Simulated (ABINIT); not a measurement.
# MoP: equation of state with PBE

The system is MoP.

```
Mo P
1.0
     3.22300    0.00000    0.00000
    -1.61150    2.79120    0.00000
     0.00000    0.00000    3.19100
Mo P
1 1
Direct
  0.00000 0.00000 0.00000
  0.33333 0.66667 0.50000
```

- Program: ABINIT 10.8.3 (patched build)
- Task: equation of state
- Functional: PBE
- Potentials or basis: JTH PAW PBE v2.0
- Cutoff: 544 eV
- k mesh: 10 × 10 × 8
- Occupations: fermi-dirac, width 0.05 eV
- Spin: no spin polarisation

```
Equilibrium volume                        : 14.54 Å³/atom
Bulk modulus at fixed shape and positions : 224 GPa
Pressure derivative of the bulk modulus   : 4.4
```

Energy against volume, from the lowest point:
```csv
volume (Å³/atom),energy (meV/atom)
13.492,59.78
13.779,30.10
14.066,10.94
14.353,1.23
14.640,0.00
14.927,6.42
15.214,19.70
```

Run time: 2.1 min on 1 thread of Arm Neoverse V2, with other jobs on the host, peak memory 0.15 GiB.

Caveat: pressures at fixed basis lie under the slope of the energies; the cell was scaled at fixed shape and fractional positions, which overstates the stiffness of a crystal with free parameters, most of all of layers and chains.
